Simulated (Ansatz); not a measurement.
AlN:

```
Al N
1.0
     3.11300    0.00000    0.00000
    -1.55650    2.69594    0.00000
     0.00000    0.00000    4.98100
Al N
2 2
Direct
  0.66667 0.33333 0.50000
  0.33333 0.66667 0.00000
  0.66667 0.33333 0.88000
  0.33333 0.66667 0.38000
```

| Property | Result |
| --- | --- |
| Program | Ansatz 0.2.0 |
| Task | relaxation of cell and atoms |
| Functional | RPBE |
| Dispersion | D3(BJ) |
| Potentials or basis | Ansatz PAW |
| Cutoff | 420 eV (not typed: the program's choice for these potentials) |
| k mesh | 10 × 10 × 6 |
| Occupations | fermi-dirac, width 0.05 eV |
| Spin | no spin polarisation |

At the start: volume 10.45 Å³/atom.

Problem. Where does the relaxation end?

Solution. It ends after 8 steps and the volume is 9.76 Å³/atom (-6.6 %); space group P6_3mc (No. 186, to 0.05 Å).

The path:
```
step  energy change (eV)  largest force (eV/Å)  volume (Å³)
   1              0.0000                0.1523        41.80
   2             -0.0971                0.1300        40.40
   3             -0.1322                0.0393        38.95
   4             -0.1325                0.0083        39.02
   5             -0.1324                0.0024        39.08
   6             -0.1272                0.0023        39.08
   7             -0.1274                0.0007        39.03
   8             -0.1273                0.0007        39.03
```

Final structure:
```
Al N
1.0
     3.05114    0.00000    0.00000
    -1.52557    2.64236    0.00000
     0.00000    0.00000    4.84154
Al N
2 2
Cartesian
  1.5256 0.8808 2.4095
  0.0000 1.7616 -0.0113
  1.5256 0.8808 4.2718
  0.0000 1.7616 1.8511
```

Caveat: the plane-wave basis is chosen anew once the cell has moved, so the energies of steps on either side of that aren't comparable; the pressure holds a Pulay correction of +0.5 GPa for the finite cutoff; the PAW data sets come from PBE, with cores solved anew for the run's functional, which leaves a small shift of forces and pressure.
